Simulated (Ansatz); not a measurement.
## WC: phonons with PBE

WC:

```
CELL_PARAMETERS angstrom
0.00000 2.19268 2.19268
2.19268 0.00000 2.19268
2.19268 2.19268 0.00000
ATOMIC_POSITIONS crystal
W 0.00000 0.00000 0.00000
C 0.50000 0.50000 0.50000
```

Measurements of this composition are mostly on another form, of space group No. 187.

```json
{"Program": "Ansatz 0.2.0", "Task": "phonons", "Functional": "PBE", "Potentials or basis": "Ansatz PAW", "Cutoff": "420 eV (not typed: the program's choice for these potentials)", "k mesh": "7 × 7 × 7", "Occupations": "fermi-dirac, width 0.05 eV", "Spin": "no spin polarisation"}
```

```
Band gap on the k mesh        : none (metal or under the smearing width)
Highest phonon frequency at Γ : 396 cm⁻¹
```

Levels at points of the mesh, in eV from the Fermi level:
```tsv
k point	band 7	band 8	band 9	band 10	band 11	band 12
(0.00, 0.00, 0.00)	-2.53	-2.53	-0.83	-0.83	-0.83	-0.75
```

Phonon frequencies in cm⁻¹ (negative: imaginary):
| q point | frequencies |
| --- | --- |
| (0.000, 0.000, 0.000) | 0 0 0 396 396 396 |

It took 2.6 s on 2 threads of Arm Neoverse V1, with other jobs on the host, peak memory 0.34 GiB.

The run has no spin-orbit coupling, so splittings on W are missing.
